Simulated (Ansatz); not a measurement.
## MgI₂: frozen-core PAW against all-electron methods

```
Mg I
1.0
     4.06891    0.00000    0.00000
    -2.03445    3.52378    0.00000
     0.00000    0.00000    6.72192
Mg I
1 2
Cartesian
  0.0000 0.0000 0.0000
  0.0000 2.3492 5.0927
  2.0345 1.1746 1.6292
```

Atom numbers follow the list: Mg1, I2, I3.

Structure: COD 2013551, as refined from experiment and not relaxed. The listed cell was then made from it by scaling, straining or moving an atom.

No spin–orbit coupling, which matters for the heavy atoms here.

Methods: DFT, PBEsol, PAW with Ansatz's default frozen-core files, scalar-relativistic (Ansatz 0.2.0); DFT, PBEsol, all-electron PAW with datasets made for the crystal, scalar-relativistic (Ansatz 0.2.0); DFT, PBEsol, all-electron LAPW, scalar-relativistic (Ansatz 0.2.0).

For PAW: a Γ-centred 7×7×4 k mesh, Fermi–Dirac smearing of 0.03 eV, cutoff 420 eV, no spin polarisation; the PAW files were made with PBE, and the program remakes their frozen cores for this functional. The crystal-made all-electron datasets (AE datasets) take a cutoff of 260 eV at this cell. LAPW targets a basis error of 1 meV/atom. The Ansatz runs share mesh, smearing and spin set-up. Plane-wave (PAW) pressures include the program's estimate of the Pulay term.

Stress and pressure are positive in compression.

The change that made this cell: volume scaled by 0.94.

No spin–orbit coupling: at heavy atoms the gradients can be off by tens of per cent for that reason.

```json
{"quantity": "pressure (GPa)", "PAW": "1.93", "AE datasets": "1.92", "LAPW": "1.92"}
{"quantity": "stress xx (GPa)", "PAW": "1.82", "AE datasets": "1.82", "LAPW": "1.82"}
{"quantity": "stress zz (GPa)", "PAW": "2.13", "AE datasets": "2.13", "LAPW": "2.13"}
{"quantity": "force on I2, z (eV/Å)", "PAW": "-0.287", "AE datasets": "-0.286", "LAPW": "-0.285"}
{"quantity": "band gap (eV)", "PAW": "3.499", "AE datasets": "3.501", "LAPW": "3.500"}
{"quantity": "largest principal field gradient Vzz at I2 (10²¹ V/m²)", "PAW": "-5.04", "AE datasets": "-5.05", "LAPW": "–"}
```

PAW's pressure differs from the LAPW value by about 0.01 GPa or less.
